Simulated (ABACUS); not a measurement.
Sn, 1 atom in the cell. It takes space group Im-3m (No. 229, cubic). Conventional cell: a = 3.789 Å, b = 3.789 Å, c = 3.789 Å, α = 90.00°, β = 90.00°, γ = 90.00°. Around Sn (site symmetry m-3m) lie 8 Sn at 3.28 Å. This isn't the form of Sn at room conditions, which is tetragonal (white tin).

* Program: ABACUS 3.10.1
* Task: single point
* Functional: PBE
* Potentials or basis: SPMS ONCV 1.0 PBE
* Cutoff: 993 eV
* Density cutoff: 3973 eV
* Basis: plane waves
* k mesh: 7 × 7 × 7
* Occupations: fermi-dirac, width 0.05 eV
* Spin: no spin polarisation
* Radial cutoff of the potentials (pseudo_rcut): 7 bohr
* SCF threshold on the density: 1e-08
* Max SCF steps: 100
* Eigensolver: dav
* Mixing: broyden
* Mixing share: 0.7
* Symmetry key: 1
* Bands: 11

Potentials or basis: SPMS ONCV 1.0 PBE, plane waves.

Run with:

```sh
$ OMP_NUM_THREADS=1 python run_abacus.py > log
```

Hardware: 4 MPI ranks on Intel(R) Xeon(R) 6975P-C (Granite Rapids), with other jobs on the host.

**Question.** Estimate the wall time of this run.

**Answer.** It took 2.2 s on 4 MPI ranks on Intel(R) Xeon(R) 6975P-C (Granite Rapids), with other jobs on the host, peak memory 0.36 GiB a rank. Counts: scf iterations 6, k points 20, bands 11, ranks 4.
